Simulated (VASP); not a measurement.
Input of a VASP 6.6.1 run:

Contents of INCAR:

```
  PREC = Accurate
  ENCUT = 900
  EDIFF = 1E-8
  ISMEAR = 1
  SIGMA = 0.05
  LREAL = False
  LASPH = True
  NELM = 100
  ALGO = Normal
  ISIF = 2
  LWAVE = False
  LCHARG = False
  ISPIN = 2
  MAGMOM = 1
  LORBIT = 11
  LMAXMIX = 6
  METAGGA = R2SCAN
  LMIXTAU = True
  NBANDS = 16
  ADDGRID = False
```

File KPOINTS:

```
Automatic mesh
0
Gamma
  11 11 11
```

POSCAR

```
Ce
1.0
    0.0000000000      2.5806000000      2.5806000000
    2.5806000000      0.0000000000      2.5806000000
    2.5806000000      2.5806000000      0.0000000000
Ce
1
Direct
    0.0000000000      0.0000000000      0.0000000000
```

Potentials or basis: VASP PAW PBE potentials, release 64 (Ce).

The run is started by

```sh
$ cat potpaw_PBE.64/Ce/POTCAR > POTCAR
$ mpirun -np 1 vasp_std > vasp.out
```

**Question.** What does it give for the band gap on the k mesh?

**Answer.** None (metal or under the smearing width).

**Question.** What does it give for the net moment?

**Answer.** 0.00 μB per cell.

**Question.** Predict the pressure.

**Answer.** -7.1 GPa.

Caveat: the magnetic or orbital state may not be the lowest; the PAW data sets were made with another functional, which shifts forces and pressure a little; spin-orbit coupling is left out, which moves the levels of the heavy elements. The state reached can hang on the start; a lower one may exist.
